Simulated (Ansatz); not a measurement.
# ZrN (rocksalt type): the cost of one run

Program: Ansatz 0.2.0. Level of theory: DFT, PBE, PAW with Ansatz's default frozen-core files, scalar-relativistic. These are calculated values, not measurements.

## (1) The structure to begin with

The structure is cubic, space group Fm-3m (No. 225). Conventional cell: a = 4.309 Å, b = 4.309 Å, c = 4.309 Å, α = 90.00°, β = 90.00°, γ = 90.00°. Around Zr (site symmetry m-3m) lie 6 N at 2.15 Å. N (site symmetry m-3m) has 6 Zr at 2.15 Å as nearest neighbours.

Structure file:

```cif
data_structure
_symmetry_space_group_name_H-M 'P 1'
_symmetry_Int_Tables_number 1
_cell_length_a 3.0468
_cell_length_b 3.0468
_cell_length_c 3.0468
_cell_angle_alpha 60.000
_cell_angle_beta 60.000
_cell_angle_gamma 60.000
_cell_volume 20.00
loop_
_atom_site_label
_atom_site_type_symbol
_atom_site_fract_x
_atom_site_fract_y
_atom_site_fract_z
_atom_site_occupancy
Zr1 Zr 0.00000 0.00000 0.00000 1
N1 N 0.50000 0.50000 0.50000 1
```

Atoms are numbered in the order of the input: Zr1, N2.

## (2) Cell relaxed at zero pressure, PAW

input.yaml

```yaml
crystal:
  lattice:
    - [0.0, 2.15443469, 2.15443469]
    - [2.15443469, 0.0, 2.15443469]
    - [2.15443469, 2.15443469, 0.0]
  atoms:
    - { symbol: Zr, position: [0.0, 0.0, 0.0] }
    - { symbol: "N", position: [0.5, 0.5, 0.5] }
kpoints:
  mp_grid: { grid: [16, 16, 16] }
scf:
  occupations: { method: fermi_dirac, width: 0.05 }
hamiltonian:
  xc: pbe
  pseudopotentials: { kind: paw }
output:
  forces: true
  stress: true
  write_density: true
  write_potential: true
  elf: true
  volumetric_format: npy
relax:
  f_tol: 0.005
  max_steps: 40
  cell: {}
```

Started as:

```
ansatz run input.yaml --threads 1 --pin off --max-ram 3584MiB --backend cpu --events-out ev --progress --plain --runs-dir out
```

Q: Estimate wall time and peak memory on 1 thread of Intel Xeon 6975P-C (Granite Rapids), shared host.

About 11 s, with a peak of 0.39 GiB.
